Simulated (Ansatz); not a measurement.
# BN: the cost of one run

Method: DFT PBE, scalar-relativistic, plane waves, PAW, in Ansatz 0.2.0.

4 further runs of the same task are left out: 3 that didn't finish, 1 set aside as unsound or not needed.

**1. The structure to begin with**

Symmetry: P6_3mc, No. 186, hexagonal system. Conventional cell: a = 2.554 Å, b = 2.554 Å, c = 4.227 Å, α = 90.00°, β = 90.00°, γ = 120.00°. Around B (site symmetry 3m) lie 4 N at 1.57 to 1.58 Å. Around N (site symmetry 3m) lie 4 B at 1.57 to 1.58 Å.

As a file:

```cif
data_structure
_symmetry_space_group_name_H-M 'P6_3mc'
_symmetry_Int_Tables_number 186
_cell_length_a 2.5539
_cell_length_b 2.5539
_cell_length_c 4.2269
_cell_angle_alpha 90.000
_cell_angle_beta 90.000
_cell_angle_gamma 120.000
_cell_volume 23.88
loop_
_atom_site_label
_atom_site_type_symbol
_atom_site_symmetry_multiplicity
_atom_site_Wyckoff_symbol
_atom_site_fract_x
_atom_site_fract_y
_atom_site_fract_z
_atom_site_occupancy
B1 B 2 b 0.66667 0.33333 0.99972 1
N1 N 2 b 0.66667 0.33333 0.62528 1
```

It goes back to an entry of the Materials Project, which need not be the stable form.

No relaxation comes first: the listed cell is the starting point.

**2. Zero of energy**

Reference values: F = -1084.4829 eV; pressure -0.04 GPa; largest force 0.016 eV/Å; gap on the mesh 5.21 eV. It was computed beforehand with the settings of the runs below.

**3. Next: shifting one sublattice**

Every B atom is moved by x along the Cartesian unit vector (0.577, 0.577, 0.577); the cell and all other atoms stay fixed. Forces below are components along that vector, summed over the moved atoms.

**4. x = -0.200 Å**

The input, input.yaml:

```yaml
crystal:
  lattice:
    - [2.5539396017, 0.0, 0.0]
    - [-1.2769698009, 2.2117765748, 0.0]
    - [0.0, 0.0, 4.226855]
  atoms:
    - { symbol: B, position: [0.5953506808, 0.2811264083, 0.9724058039] }
    - { symbol: B, position: [0.2620173475, 0.6144597416, 0.4724058039] }
    - { symbol: "N", position: [0.6666666667, 0.3333333333, 0.625276] }
    - { symbol: "N", position: [0.3333333333, 0.6666666667, 0.125276] }
basis:
  ecutwfc: 420
kpoints:
  mp_grid: { grid: [12, 12, 6] }
hamiltonian:
  xc: pbe
scf:
  occupations: { method: gaussian, width: 0.05 }
output:
  forces: true
  stress: true
  eigenvalues: true
```

Command:

```
ansatz run input.yaml --threads 1 --pin off --max-ram 2560MiB --backend cpu --events-out ev --progress --plain --runs-dir out
```

What time and memory should one allow on 1 thread of Intel Xeon Platinum 8259CL at 2.50GHz (Skylake/Cascade Lake), shared host?

About 11 s, with a peak of 0.48 GiB.
